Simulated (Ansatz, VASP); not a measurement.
**Si2Mo: VASP beside Ansatz**

```
CELL_PARAMETERS angstrom
-1.60000 1.60000 3.93050
1.60000 -1.60000 3.93050
1.60000 1.60000 -3.93050
ATOMIC_POSITIONS crystal
Si 0.33495 0.33495 0.00000
Si 0.66505 0.66505 0.00000
Mo 0.00000 0.00000 0.00000
```

Alike in both runs: functional PBE; k mesh 12 × 12 × 12; occupations methfessel-paxton of order 1, width 0.2 eV; no spin polarisation.

Ansatz relaxed the structure, and its values are those at the end. VASP's run is a single point on that final structure, the one shown.

|  | VASP | Ansatz |
| --- | --- | --- |
| version | VASP 6.6.1 | Ansatz 0.2.0 |
| potentials or method | VASP PAW PBE potentials, release 64 (Si, Mo_sv) | scalar-relativistic, plane waves, PAW |
| plane-wave cutoff (eV) | 520 | 420 |
| valence electrons in the cell | 22 | 22 |

|  | VASP | Ansatz | Ansatz less VASP |
| --- | --- | --- | --- |
| gap on the k mesh at the Fermi level (eV) | none | none | - |
| pressure (GPa) | 2.6 | 2.5 | -0.17 |

A gap of «none» marks a metal or a gap that the smearing closes. Ansatz warned: «stress_scf_threshold_loose».
